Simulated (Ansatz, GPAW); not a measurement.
SrCl₂: PBE in single-zeta orbitals, run from Python

These are simulated results from GPAW 26.7.0, not measurements. The cell was built from a prototype and was relaxed with r2SCAN in plane waves (Ansatz 0.2.0). It may be hypothetical. It is a single sheet, repeated along a and b, with vacuum along c. All runs are without spin polarisation.

The sheet's in-plane cell has a = 4.432 Å, b = 4.432 Å (γ = 120.0°), and its outermost atoms lie 2.79 Å apart along the normal. Sr has 6 Cl at 2.91 Å; Cl has 3 Sr at 2.91 Å.

The basis is minimal: single zeta, one radial function for each shell that the log's basis lists. It describes the filled bands fairly and the empty ones poorly.

Input script:

```python
import json
from ase import Atoms
from gpaw import GPAW, PW, FermiDirac

atoms = Atoms(['Sr', 'Cl', 'Cl'],
              cell=[[4.43155272, 0.0, 0.0], [-2.21577636, 3.83783723, 0.0], [0.0, 0.0, 30.64339772]],
              scaled_positions=[[0.0, 0.0, 0.293701112], [0.333333333, 0.666666667, 0.339145716], [0.666666667, 0.333333333, 0.248256509]],
              pbc=True)
calc = GPAW(mode='lcao', basis='sz(dzp)', h=0.2, xc='PBE', kpts={'size': (6, 6, 1), 'gamma': True},
            occupations=FermiDirac(0.02), maxiter=100, legacy_gpaw=True, txt='gpaw.txt')
atoms.calc = calc
res = {'energy': atoms.get_potential_energy(force_consistent=True)}
res['electrons'] = calc.get_number_of_electrons()
res['k'] = calc.get_ibz_k_points().tolist()
res['levels'] = [calc.get_eigenvalues(kpt=i).tolist() for i in range(len(res['k']))]
points = [[0.0, 0.0, 0.0], [0.5, 0.0, 0.0], [0.333333, 0.333333, 0.0], [-0.135417, 0.270833, 0.0]]
bands = calc.fixed_density(kpts=points, symmetry='off', txt='bands.txt')
res['points'] = [bands.get_eigenvalues(kpt=i).tolist() for i in range(len(points))]
json.dump(res, open('results.json', 'w'))
print('free energy (eV):', round(res['energy'], 5))
```

Command: `python run.py`. It took 12 s on 1 thread of Arm Neoverse V1, on a shared host, peak memory 0.26 GiB.

The log gpaw.txt, trimmed of paths, versions and times, then the last line on the terminal. An iter line gives the energy in eV and the logarithms of the changes of orbitals (plane waves alone) and density (c: converged):

```
___ ___ ___ _ _ _
 |   |   |_  | | | |

 | | | | | . | | | |

 |__ |  _|___|_____|  26.7.0
 |___|_|

Input parameters:
  basis: sz(dzp)
  h: 0.2
  kpts: {gamma: True,
         size: (6, 6, 1)}
  maxiter: 100
  mode: lcao
  occupations: {fixmagmom: False,
                name: fermi-dirac,
                width: 0.02}
  xc: PBE

System changes: positions, numbers, cell, pbc, initial_charges, initial_magmoms

Initialize ...

species:
  Sr:
    name:    Strontium
    Z:       38.0
    valence: 10
    core:    28
    charge:  0.0  # [|e|]
    compensation charges:
      type: gauss
      rc: 0.40  # [Å]
      lmax: 2
    cutoffs:
      filter: 2.39  # [Å]
      core: 1.85  # [Å]
    projectors
    | kind |    occ | energy [eV] | rcut [Å] |

    |------|--------|-------------|----------|

    |   4s |  2.000 |     -40.883 |    1.291 |

    |   5s |  2.000 |      -3.525 |    1.291 |

    |   4p |  6.000 |     -22.826 |    1.291 |

    |    p |        |       4.386 |    1.291 |

    |    d |        |       0.000 |    1.254 |

    LCAO basis set for Sr:
      Name: sz(dzp)
      Number of radial functions: 5
      Number of spherical harmonics: 13
        l=0, rc=4.2969 Bohr: 4s-sz confined orbital
        l=0, rc=11.4688 Bohr: 5s-sz confined orbital
        l=1, rc=5.0781 Bohr: 4p-sz confined orbital
        l=1, rc=14.8281 Bohr: 5p-sz confined orbital
        l=2, rc=11.1875 Bohr: 4d-sz confined orbital
      Number of RI-basis functions 0

  Cl:
    name:    Chlorine
    Z:       17.0
    valence: 7
    core:    10
    charge:  0.0  # [|e|]
    compensation charges:
      type: gauss
      rc: 0.25  # [Å]
      lmax: 2
    cutoffs:
      filter: 1.40  # [Å]
      core: 1.49  # [Å]
    projectors
    | kind |    occ | energy [eV] | rcut [Å] |

    |------|--------|-------------|----------|

    |   3s |  2.000 |     -20.689 |    0.794 |

    |   3p |  5.000 |      -8.594 |    0.794 |

    |    s |        |       6.523 |    0.794 |

    |    p |        |      18.617 |    0.794 |

    |    d |        |       0.000 |    0.794 |

    LCAO basis set for Cl:
      Name: sz(dzp)
      Number of radial functions: 2
      Number of spherical harmonics: 4
        l=0, rc=5.1719 Bohr: 3s-sz confined orbital
        l=1, rc=6.2656 Bohr: 3p-sz confined orbital
      Number of RI-basis functions 0

Reference energy: -111606.668799  # eV

Spin-paired calculation

Convergence criteria:
 Maximum [total energy] change in last 3 cyles: 0.0005 eV / valence electron
 Maximum integral of absolute [dens]ity change: 0.0001 electrons / valence electron
 Maximum integral of absolute [eigenst]ate change: 4e-08 eV^2 / valence electron
 Maximum number of scf [iter]ations: 100
 (Square brackets indicate name in SCF output, whereas a 'c' in
 the SCF output indicates the quantity has converged.)

Symmetries present (total): 2

  ( 1  0  0)  (-1  0  0)
  ( 0  1  0)  ( 1  1  0)
  ( 0  0  1)  ( 0  0  1)

36 k-points: 6 x 6 x 1 Monkhorst-Pack grid + [1/12,1/12,0.000000]
13 k-points in the irreducible part of the Brillouin zone
       k-points in crystal coordinates                weights
   0:     0.00000000    0.00000000    0.00000000          1/36
   1:     0.00000000    0.16666667    0.00000000          2/36
   2:     0.00000000    0.33333333    0.00000000          2/36
   3:     0.00000000    0.50000000    0.00000000          1/36
   4:     0.16666667    0.00000000    0.00000000          4/36
   5:     0.16666667    0.16666667    0.00000000          4/36
   6:     0.16666667    0.50000000    0.00000000          4/36
   7:     0.33333333   -0.16666667    0.00000000          2/36
   8:     0.33333333    0.00000000    0.00000000          4/36
   9:     0.33333333    0.33333333    0.00000000          2/36
          ...
  12:     0.50000000    0.50000000    0.00000000          2/36

Wave functions: LCAO
  Diagonalizer: Serial LAPACK
  Atomic Correction: dense with blas
  Data-type: complex

Occupation numbers: Fermi-Dirac:
  width: 0.0200  # eV

Eigensolver
   LCAO using direct dense diagonalizer

Densities:
  Coarse grid: 20*20*152 grid
  Fine grid: 40*40*304 grid
  Total Charge: 0.000000

Density mixing:
  Method: separate
  Backend: msr1
  Linear mixing parameter: 0.05
  old densities: 10
  Width of damping distribution: 1.1
  Damping of long wavelength oscillations: 20

Hamiltonian:
  XC and Coulomb potentials evaluated on a 40*40*304 grid
  Using the PBE Exchange-Correlation functional
  Interpolation: tri-quintic (5. degree polynomial)
  Poisson solver: FastPoissonSolver using
    Stencil: 8*3+1=25 point O(h^6) finite-difference Laplacian
    FFT axes: [np.int64(0), np.int64(1), np.int64(2)]
    FST axes: []

XC parameters: PBE with 2 nearest neighbor stencil

Memory estimate:
  Process memory now: 163.15 MiB
  Calculator: 48.19 MiB
    Density: 28.16 MiB
      Arrays: 12.06 MiB
      Localized functions: 6.82 MiB
      Mixer: 9.28 MiB
    Hamiltonian: 8.46 MiB
      Arrays: 7.89 MiB
      XC: 0.00 MiB
      Poisson: 0.00 MiB
      vbar: 0.57 MiB
    Wavefunctions: 11.57 MiB
      C [qnM]: 0.05 MiB
      S, T [2 x qmm]: 0.17 MiB
      P [aqMi]: 0.01 MiB
      BasisFunctions: 11.33 MiB
      Eigensolver: 0.00 MiB

Total number of cores used: 1

Number of atoms: 3
Number of atomic orbitals: 21
Number of bands in calculation: 13
Number of valence electrons: 24
Bands to converge: occupied
Positions:
   0 Sr     0.000000    0.000000    9.000000    ( 0.0000,  0.0000,  0.0000)
   1 Cl    -0.000000    2.558558   10.392577    ( 0.0000,  0.0000,  0.0000)
   2 Cl     2.215776    1.279279    7.607423    ( 0.0000,  0.0000,  0.0000)

Unit cell:
           periodic     x           y           z      points  spacing
  1. axis:    yes    4.431553    0.000000    0.000000    20     0.1919
  2. axis:    yes   -2.215776    3.837837    0.000000    20     0.1919
  3. axis:    yes    0.000000    0.000000   30.643398   152     0.2016

  Lengths:   4.431553   4.431553  30.643398
  Angles:   90.000000  90.000000 120.000000

Effective grid spacing dv^(1/3) = 0.2047

iter:   1   -11.512886        c
iter:   2   -11.493442        c -1.33
iter:   3   -11.448353        c -1.36
iter:   4   -11.451738        c -2.01
iter:   5   -11.452291c       c -2.45
iter:   6   -11.452281c       c -3.57
iter:   7   -11.452280c       c -3.86
iter:   8   -11.452280c       c -4.91c

Converged after 8 iterations.

Energy contributions relative to reference atoms: (reference = -111606.668799)

Kinetic:        +30.940048
Potential:      -28.194866
External:        +0.000000
XC:             -14.447252
Entropy (-ST):   -0.000000
Local:           +0.249791
SIC:             +0.000000
--------------------------
Free energy:    -11.452280
Extrapolated:   -11.452280

Showing only first 2 kpts
 Kpt  Band  Eigenvalues  Occupancy
  0    10     -6.68947    2.00000
  0    11     -6.51855    2.00000
  0    12     -0.66385    0.00000

  1    10     -6.78533    2.00000
  1    11     -6.44708    2.00000
  1    12     -0.17559    0.00000

Fermi level: -3.78621

Gap: 5.771 eV
Transition (v -> c):
  (s=0, k=7, n=11, [0.33, -0.17, 0.00]) -> (s=0, k=0, n=12, [0.00, 0.00, 0.00])
Direct/indirect transitions are different
Direct gap: 5.855 eV
Transition at: (s=0, k=0, n=11, [0.00, 0.00, 0.00])

free energy (eV): -11.45228
```

The gap in the log is over the mesh alone; results.json adds the listed points. PBE in single-zeta orbitals gives a gap of 5.76 eV. On the same cell, plane-wave PBE (Ansatz, 6×6×1 k points and the special points) gives a gap of 5.80 eV and r2SCAN a gap of 6.61 eV; on shared hosts these took about 7.9 and 28 core-seconds on the 3-atom cell, against 12 for the script. Semilocal gaps usually lie below measured ones.
